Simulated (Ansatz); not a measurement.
CaO, DFT, PBE, all-electron LAPW, scalar-relativistic (Ansatz 0.2.0), run on 1 thread of Arm Neoverse V1 on a shared host.

The geometry is COD entry 9006719, unchecked; take it as a test cell. It was measured hot, at 1427 K. The listed cell was then made from it by scaling, straining or moving an atom.

Command: `ansatz run input.yaml --threads 1 --pin off --max-ram 2048MiB --backend cpu --events-out ev --progress --plain --runs-dir out`

```yaml
crystal:
  lattice:
    - [-0.09796, 2.40002, 2.40002]
    - [2.40002, -0.09796, 2.40002]
    - [2.40002, 2.40002, -0.09796]
  atoms:
    - { symbol: Ca, position: [0.0, 0.0, 0.0] }
    - { symbol: O, position: [0.5, 0.5, 0.5] }
kpoints:
  mp_grid: { grid: [9, 9, 9] }
scf:
  occupations: { method: fermi_dirac, width: 0.03 }
hamiltonian:
  xc: pbe
  pseudopotentials: { kind: all_electron, lapw: { basis_error: 0.00025 } }
output:
  forces: true
  stress: true
  eigenvalues: true
```

Q: How large is the problem that the program sets up?

A: 85 irreducible k-points, 319 plane waves at Γ, 16 bands.

Q: Estimate the wall time and the peak memory.

A: 14 s of wall time for 8 SCF iterations, with a peak of 0.37 GiB. Times on shared machines scatter by tens of per cent.

Q: And the same cell and mesh by all-electron PAW (datasets made for this crystal), asked for forces, stress, eigenvalues, efg, on the same hardware?

A: 7.4 s, peak memory 0.39 GiB.
